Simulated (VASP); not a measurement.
## CdSe: pressure against volume per atom

All results are calculated (VASP 6.6.1). Plane-wave PAW density functional theory at fixed cell and atoms, no spin polarisation; stress and pressure are positive in compression.

Cell of the first row (space group F-43m, No. 216):
```
CELL_PARAMETERS angstrom
0.00000 2.94510 2.94510
2.94510 0.00000 2.94510
2.94510 2.94510 0.00000
ATOMIC_POSITIONS crystal
Cd 0.00000 0.00000 0.00000
Se 0.25000 0.25000 0.25000
```

Settings of every row: functional r2SCAN; spin orbit no; screening parameter 0 Å⁻¹; occupations Gaussian; smearing width 0.01 eV; wave cutoff 520 eV; datasets recommended PBE set; valence electrons 18; k mesh a 8; k mesh b 8; k mesh c 8.

| row | volume per atom (Å³) | pressure (GPa) |
| --- | --- | --- |
| 1 | 25.544 | 8.69 |
| 2 | 26.35 | ? |
| 3 | 27.174 | 3.84 |
| 4 | 28.014 | 1.89 |
| 5 | 28.872 | 0.19 |
| 6 | 29.747 | -1.27 |
| 7 | 30.639 | -2.53 |
| 8 | 31.549 | -3.61 |
| 9 | 32.477 | -4.53 |

Question: what pressure should row 2 give?

Worked fit of pressure. Take u = (V_r/V)^(2/3) − 1 with V_r = 29.309 Å³ an atom, which is twice the finite (Eulerian) strain; such expansions in the strain, on which the Birch-Murnaghan equation of state is built, carry the rest volume and the bulk modulus. The shown rows have u = 0.09599, 0.05172, 0.03059, 0.01007, -0.00984, -0.02915, -0.04791, -0.06614. Least squares give pressure = −0.57 + 73.41 × u + 219 × u² + 221 × u³ GPa; a parabola predicts inner rows, each left out in turn, worse (root mean square 0.03 against 0.0036 GPa). All shown rows lie on it to the printed digit. The pressure vanishes at u = 0.0076, or V = 28.98 Å³ an atom, and there the bulk modulus at fixed shape and fractions is B = −V dP/dV = (2/3)(1 + u) dP/du = 51.6 GPa. The withheld row has u = 0.07353, so the fit gives −0.57 + 73.41 × (0.07353) + 219 × (0.07353)² + 221 × (0.07353)³ = 6.10 GPa.

The calculation gave 6.1 GPa. The fit meets it to the printed digit.
